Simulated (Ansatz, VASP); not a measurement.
**One calculation of SiO2, two programs**

```
Si O
1.0
    -2.46066    2.46066    3.63114
     2.46066   -2.46066    3.63114
     2.46066    2.46066   -3.63114
Si O
2 4
Cartesian
  0.0000 2.4607 1.8156
  0.0000 0.0000 0.0000
  -0.4763 3.6910 0.9078
  -1.2303 1.9843 2.7234
  1.2303 2.9370 2.7234
  0.4763 1.2303 0.9078
```

Change from the starting cell: volume scaled by 0.98.

Alike in both runs: task single point; functional PBEsol; k mesh 8 × 8 × 8; occupations fermi-dirac, width 0.05 eV; no spin polarisation.

|  | VASP | Ansatz |
| --- | --- | --- |
| version | VASP 6.6.1 | Ansatz 0.2.0 |
| potentials or method | VASP PAW PBE potentials, release 64 (Si, O), cutoff 520 eV | all-electron LAPW, scalar-relativistic |

|  | VASP | Ansatz | Ansatz less VASP |
| --- | --- | --- | --- |
| gap on the k mesh at the Fermi level (eV) | 6.00 | 6.01 | +0.008 |
| least direct gap on the mesh (eV) | 6.00 | 6.01 | +0.008 |
| pressure (GPa) | 6.3 | 5.7 | -0.64 |
| largest component of the traceless stress (GPa) | 0.09 | 0.12 | +0.031 |
| rms of the force components (eV/Å) | 0.190 | 0.176 | -0.0143 |

Atom by atom the forces differ by 0.014 eV/Å (rms over components). Ansatz ran all-electron here, so the differences hold the error of VASP's frozen core and of both bases.

Caveats: the PAW data sets were made with another functional, which shifts forces and pressure a little (VASP). A k mesh can miss the band edges.
